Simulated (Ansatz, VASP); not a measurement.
## Two plane-wave programs on Al

```xyz
8
Lattice="5.1115 0.0000 0.0000 0.0000 5.1115 0.0000 0.0000 0.0000 5.1115" Properties=species:S:1:pos:R:3 pbc="T T T"
Al    2.5558    2.5558    2.5558
Al    0.0000    0.0000    0.0000
Al    1.2779    0.0000    2.5558
Al    2.5558    1.2779    0.0000
Al    2.5558    3.8336    0.0000
Al    3.8336    0.0000    2.5558
Al    0.0000    2.5558    3.8336
Al    0.0000    2.5558    1.2779
```

Alike in both runs: task single point; functional r2SCAN; k mesh 4 × 4 × 4; occupations gaussian, width 0.1 eV; no spin polarisation.

```csv
,VASP,Ansatz
version,VASP 6.6.1,Ansatz 0.2.0
potentials or method,"VASP PAW PBE potentials, release 64 (Al)","scalar-relativistic, plane waves, PAW"
plane-wave cutoff (eV),520,500
valence electrons in the cell,24,24
```

|  | VASP | Ansatz | Ansatz less VASP |
| --- | --- | --- | --- |
| gap on the k mesh at the Fermi level (eV) | none | none | - |
| pressure (GPa) | -1.6 | -1.4 | +0.29 |

A gap of «none» marks a metal or a gap that the smearing closes. With one functional, cell and mesh, what is left measures potentials, basis and numerics.

Caveats: the PAW data sets were made with another functional, which shifts forces and pressure a little (VASP).
